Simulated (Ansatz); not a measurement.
**V in Ansatz: the effect of target pressure**

The system is V.

```xyz
1
Lattice="-1.5144 1.5144 1.5144 1.5144 -1.5144 1.5144 1.5144 1.5144 -1.5144" Properties=species:S:1:pos:R:3 pbc="T T T"
V     0.0000    0.0000    0.0000
```

Alike in all runs:

```yaml
Program: Ansatz 0.2.0
Task: relaxation of cell and atoms
Functional: PBEsol
Potentials_or_basis: Ansatz PAW
Cutoff: "420 eV (not typed: the program's choice for these potentials)"
k_mesh: 12 × 12 × 12
Occupations: fermi-dirac, width 0.05 eV
Spin: collinear spin, ferromagnetic start
Starting_moments: "[2.0] μB"
```

Each run relaxes the cell or the atoms first.

| target pressure | relaxed volume (Å³/atom) |
| --- | --- |
| 0 GPa | ? |
| 2 GPa | 12.81 |
| 5 GPa | 12.62 |
| 10 GPa | 12.34 |
| 20 GPa | 11.84 |
| 30 GPa | 11.42 |

Task: What does the run with target pressure 0 GPa give?

Result: Relaxed volume 12.94 Å³/atom.

Worked out: In Murnaghan's law V^(-B') rises as a straight line in P. The other rows fit best with B' = 3.2, V0 = 12.94 Å³/atom and B0 = 196 GPa, which gives 12.94 Å³/atom at 0 GPa, against the run's 12.94.

Caveats: the plane-wave basis is chosen anew once the cell has moved, so the energies of steps on either side of that aren't comparable; the PAW data sets come from PBE, with cores solved anew for the run's functional, which leaves a small shift of forces and pressure; the starting moments weren't kept; the volume moved by over 15 % at a fixed basis, so the end points are rough (some runs).

Runs at the PBE level aren't shown here.
